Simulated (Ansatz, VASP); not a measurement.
## One calculation of MnAs, two programs

```
CELL_PARAMETERS angstrom
3.57079 0.00000 0.00000
-1.78540 3.09240 0.00000
0.00000 0.00000 5.33844
ATOMIC_POSITIONS crystal
Mn 0.00000 0.00000 0.00000
Mn 0.00000 0.00000 0.50000
As 0.66667 0.33333 0.75000
As 0.33333 0.66667 0.25000
```

Alike in both runs: functional PBEsol; k mesh 15 × 15 × 8; occupations gaussian, width 0.1 eV; collinear spin.

Ansatz relaxed the structure, and its values are those at the end. VASP's run is a single point on that final structure, the one shown.

```csv
,VASP,Ansatz
version,VASP 6.6.1,Ansatz 0.2.0
potentials or method,"VASP PAW PBE potentials, release 64 (Mn_pv, As)","scalar-relativistic, plane waves, PAW"
plane-wave cutoff (eV),520,420
valence electrons in the cell,36,60
```

VASP gave:

| Item | Value |
| --- | --- |
| gap on the k mesh at the Fermi level (eV) | none |
| pressure (GPa) | 0.3 |
| net moment per atom (μB) | 1.21 |
| size of the moment on the site where the two differ most (μB) | 2.47 |

Estimate Ansatz's values.

gap on the k mesh at the Fermi level (eV): none; pressure (GPa): 0.0; net moment per atom (μB): 1.22; size of the moment on the site where the two differ most (μB): 2.40.

Site moments also hang on the region over which each program counts them. A gap of «none» marks a metal or a gap that the smearing closes. The functional is the same, so the differences come from potentials, cutoffs and numerics. The two sets of potentials don't hold the same shells in valence.

Caveats: the PAW data sets were made with another functional, which shifts forces and pressure a little (VASP).
